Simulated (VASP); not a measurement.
Wanted: the native input for a VASP 6.6.1 run.

| Quantity | Value |
| --- | --- |
| Task | relaxation of cell and atoms |
| Functional | BEEF-vdW |
| Potentials or basis | VASP PAW PBE potentials, release 64 (Zn, S) |
| Cutoff | 600 eV |
| k mesh | 8 × 8 × 3 |
| Occupations | fermi-dirac, width 0.05 eV |
| Spin | no spin polarisation |
| Further INCAR settings | ALGO = Normal; EDIFF = 1e-06; IBRION = 2; EDIFFG = -0.01; NSW = 40; ISIF = 3 |

The structure of ZnS (Wurtzite-4H) lies in POSCAR:

```
ZnS
1.0
    3.8227000000      0.0000000000      0.0000000000
   -1.9113500000      3.3105553110      0.0000000000
    0.0000000000      0.0000000000     12.5200000000
Zn S
4 4
Direct
    0.6666666667      0.3333333333      0.7500000000
    0.3333333333      0.6666666667      0.2500000000
    0.0000000000      0.0000000000      0.5000000000
    0.0000000000      0.0000000000      0.0000000000
    0.6666666667      0.3333333333      0.9375000000
    0.3333333333      0.6666666667      0.4375000000
    0.0000000000      0.0000000000      0.6875000000
    0.0000000000      0.0000000000      0.1875000000
```

One way to write it, as run:

INCAR

```
PREC = Accurate
ENCUT = 600
EDIFF = 1E-6
ISMEAR = -1
SIGMA = 0.05
LREAL = F
LASPH = T
NELM = 60
ALGO = Normal
ISIF = 3
LWAVE = F
LCHARG = F
GGA = BF
LUSE_VDW = T
ZAB_VDW = -1.8867
IBRION = 2
NSW = 40
EDIFFG = -0.01
```

KPOINTS

```
Automatic mesh
0
Gamma
  8 8 3
```

Potentials or basis: VASP PAW PBE potentials, release 64 (Zn, S).

The run is started by

```console
$ cat potpaw_PBE.64/Zn/POTCAR potpaw_PBE.64/S/POTCAR > POTCAR
$ mpirun -np 1 vasp_std > vasp.out
```

It gave:

The relaxed volume is 20.52 Å³/atom. The relaxed cell is a = 3.869 Å, b = 3.869 Å, c = 12.666 Å, α = 90.00°, β = 90.00°, γ = 120.00°, the space group after relaxing (to 0.05 Å) is P6_3mc (No. 186) and the energy gained by relaxing is 5.6 meV/atom. The ionic steps are 5. The pressure after relaxing is 0.0 GPa and the largest force after relaxing is 0.007 eV/Å. The band gap on the k mesh is 2.10 eV, direct.

Caveat: the PAW data sets were made with another functional, which shifts forces and pressure a little; an odd mesh through Γ misses points on the zone boundary, where band edges often lie.

It took 16 min on 1 thread of Intel(R) Xeon(R) Platinum 8488C (Sapphire Rapids), with other jobs on the host, peak memory 0.87 GiB.
